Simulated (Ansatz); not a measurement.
Crystal: MgB2.

```
Mg B
1.0
     3.08500    0.00000    0.00000
    -1.54250    2.67169    0.00000
     0.00000    0.00000    3.52300
Mg B
1 2
Direct
  0.00000 0.00000 0.00000
  0.66667 0.33333 0.50000
  0.33333 0.66667 0.50000
```

Below is the output of Ansatz 0.2.0 for this cell. Logs are shortened: lines on timing, memory, paths and dates and some standing lists are left out, and cuts for length are marked.

```text
Warning: RAYON_NUM_THREADS=2 ignored (pool sized by the plan → 2); use --threads N
scf.n_extra_bands = 7 over 8 filled bands (N_el = 16.0): the run solves 15 bands
Engine: ansatz 0.2.0, aarch64-unknown-linux-gnu
Pseudopotentials: kind: paw
Pseudopotential: Mg, paw, valence charge 10, recommended cutoff 420 eV (normal), Mg.paw.azcp
Pseudopotential: B, paw, valence charge 3, recommended cutoff 420 eV (normal), B.paw.azcp
Functional definition: PBEsol
  exchange = pbesol_x
  correlation = pbesol_c
Crystal: 3 atoms, lattice volume = 29.037 Å³
Basis set: ecut = 420 eV, 563 PW (Γ), exchange–correlation on 48×48×48 points (8 copies of the dense FFT grid, shifted against one another)
Bands: 15, of which v1, the nominal top of the filled ones, is band 8 counted from 1 (7 counted from 0)
Symmetry: 24 space group operations
Space group: P6/mmm (ITA 191), of the structure as read, at distance tolerance 3.1e-5 Å
k-points: 40 of 384
Non-local potential: Mg, projectors of the file, l = 0: 3, l = 1: 2, l = 2: 1
Non-local potential: B, projectors of the file, l = 0: 2, l = 1: 2, l = 2: 1
PAW form: soft (Blöchl's): semilocal exchange-correlation on the pseudo side does not see the compensation charge
PAW frozen core: Mg, regenerated for the run's functional, and the local potential with it (the file was generated under x = pbe(κ = 0.804, μ = 0.2195149727645171), c = pbe(β = 0.06672455060314922))
PAW frozen core: B, regenerated for the run's functional, and the local potential with it (the file was generated under x = pbe(κ = 0.804, μ = 0.2195149727645171), c = pbe(β = 0.06672455060314922))
PAW one-centre angular grid: Mg, 110 points (default); XC on 64 Gauss nodes
PAW one-centre angular grid: B, 110 points (default); XC on 64 Gauss nodes
Initial density: superposition of atomic densities (neutral atoms: chi_scale 0, normalization atom), corrected by the library's trained network
Initial wavefunctions: pseudopotential atomic-orbital guess
Functional: x = pbesol(κ = 0.804, μ = 0.12345679012345678), c = pbesol(β = 0.046)
SCF iter   1: F=—  HF=-2217.780038 eV  |F-HF|=—  |Δ(HF+E_count)|=         —  Δρ=4.09e-3  dr2=6.99e-3  ethr=1.77e-3  ⟨swp⟩=5.1  Hψ=3051  notcnv=0  defer=13
preconditioner: auto → none  [metal: Δε(μ)=0.097 eV  Ē_g=13.745 eV  σ=0.050 eV  W_gap=0.40  n_scr=8 (ndim 8)  ℏωp=19.5 eV  f_vac=0.000  D(μ)=1.27/eV (n_scr^D=8)  sad-step TF]
SCF iter   2: F=—  HF=-2217.778710 eV  |F-HF|=—  |Δ(HF+E_count)|=   1.33e-3  Δρ=2.33e-3  dr2=2.38e-3  ethr=4.37e-5  ⟨swp⟩=1.4  Hψ=947  notcnv=0  defer=47
SCF iter   3: F=—  HF=-2217.778048 eV  |F-HF|=—  |Δ(HF+E_count)|=   6.62e-4  Δρ=3.25e-4  dr2=2.40e-5  ethr=1.49e-5  ⟨swp⟩=2.2  Hψ=685  notcnv=0  defer=47
SCF iter   4: F=—  HF=-2217.778061 eV  |F-HF|=—  |Δ(HF+E_count)|=   1.27e-5  Δρ=1.05e-4  dr2=3.77e-6  ethr=1.50e-7  ⟨swp⟩=2.0  Hψ=822  notcnv=0  defer=47
SCF iter   5: F=—  HF=-2217.778059 eV  |F-HF|=—  |Δ(HF+E_count)|=   1.64e-6  Δρ=2.17e-5  dr2=2.22e-7  ethr=2.36e-8  ⟨swp⟩=2.6  Hψ=862  notcnv=0  defer=47
SCF iter   6: F=-2217.778059 eV  HF=-2217.778059 eV  |F-HF|=5.33e-9  |Δ(HF+E_count)|=   7.51e-8  Δρ=5.02e-6  dr2=4.35e-9  ethr=6.25e-10  ⟨swp⟩=10.6  Hψ=3324  notcnv=0
SCF 1 converged in 6 iterations: F = -2217.778059 eV  dr2 = 4.35e-9
  greatest PAW one-centre occupation: 1.000 electrons in one spin orbital (limit 2), on the Mg atom at site 0 (counted from 0), in its partial waves of l = 0
NSCF: frozen V_eff on 95 k-points
SCF converged after 6 iterations
Free energy (F): -2217.778059 eV
Harris-Foulkes:  -2217.778059 eV  (|F-HF|=5.33e-9)
Internal energy: -2217.767939 eV  (E = F + TS)
E sigma→0 (E₀):  -2217.772999 eV
Entropy (-TS):   -0.010120 eV (-3.373 meV/atom)
Fermi energy:    9.162301 eV
--- Per-component energies (eV) ---
  E_band       = -292.377605
  E_kinetic    = 173.399314
  E_local      = -1521.203570  (includes V_loc(G=0)·N_el)
  E_nonlocal   = 118.704118
  E_hartree    = 541.056921
  E_xc         = -93.480096
  E_vxc        = -114.531019  (∫ρ·V_xc dr)
  E_paw        = -431.471859  (= ΣΔE_a)
  E_vpaw       = -30.861475  (= ΣTr[D̂ρ^β])
  E_aug_tail   = -0.000013  (compensation charges beyond the density's cutoff)
  E_ewald      = -1004.861037
  E_core_change = 0.088284  (= ΣΔE_core)
  E_smearing   = -0.010120  (= −TS)
  E_closure    = -0.000000  (closes the sum)
  Σ components = -2217.778059   (vs F -2217.778059, Δ=0.00e0)
--- Forces (eV/Å), atoms counted from 1 ---
  atom   1  Mg     0.00000000    -0.00000000     0.00000000
  atom   2  B      0.00000000     0.00000000     0.00000000
  atom   3  B      0.00000000    -0.00000000     0.00000000
  max |Σ_I F_I| component: 4.93e-32 eV/Å
--- Stress (GPa, compression-positive) ---
       -2.707415       0.000000       0.000000
        0.000000      -2.707415       0.000000
        0.000000       0.000000      -3.567284
  P = ⅓ Tr σ = -2.9940 GPa (-29.940 kbar)
--- Band table (eV; the first three rows and the last of 40) ---
  k-point 0: bands = ["-65.5969", "-32.5354", "-32.5354", "-32.5256", "-3.2358", "6.2345", "9.5399", "9.5399", "10.7875", "15.4382", "15.4382", "17.2620", "19.1004", "21.7016", "25.2698"]
  k-point 1: bands = ["-65.5969", "-32.5353", "-32.5353", "-32.5276", "-2.9982", "4.7268", "9.6282", "9.6282", "12.8543", "15.5164", "15.5164", "17.2207", "19.0862", "21.9242", "23.6189"]
  k-point 2: bands = ["-65.5967", "-32.5350", "-32.5350", "-32.5314", "-2.3850", "2.6874", "9.8160", "9.8160", "15.6854", "15.6854", "16.5171", "17.1378", "19.0608", "21.8265", "21.8265"]
  k-point 39: bands = ["-65.5929", "-32.5675", "-32.5568", "-32.5260", "2.3127", "2.8535", "4.6516", "6.4740", "7.7133", "13.0696", "18.8367", "21.9008", "22.1190", "22.7032", "23.0770"]
```

**Question.** Write the input and the command behind it.

**Answer.** Density of states with PBEsol, no spin polarisation. The files as run (others can give the same):

input.yaml
```yaml
crystal:
  lattice:
    - [3.085, 0.0, 0.0]
    - [-1.5425, 2.6716883707, 0.0]
    - [0.0, 0.0, 3.523]
  atoms:
    - { symbol: Mg, position: [0.0, 0.0, 0.0] }
    - { symbol: B, position: [0.6666666667, 0.3333333333, 0.5] }
    - { symbol: B, position: [0.3333333333, 0.6666666667, 0.5] }
hamiltonian:
  xc: pbesol
  pseudopotentials: { kind: paw }
kpoints:
  mp_grid: { grid: [8, 8, 6] }
scf:
  occupations: { method: fermi_dirac, width: 0.05 }
  n_extra_bands: 7
output:
  forces: true
  stress: true
  eigenvalues: true
  dos: { projected: false, de: 0.05, nscf_kmesh: { grid: [12, 12, 9] } }
  write_density: true
  write_potential: true
  elf: true
  volumetric_format: npy
```

Potentials or basis: Ansatz PAW.
Launch:
```bash
$ ansatz run input.yaml --threads 2 --pin off --max-ram 5632MiB --backend cpu --events-out ev --progress --plain --runs-dir out
```

Caveat: the PAW data sets come from PBE, with cores solved anew for the run's functional, which leaves a small shift of forces and pressure.
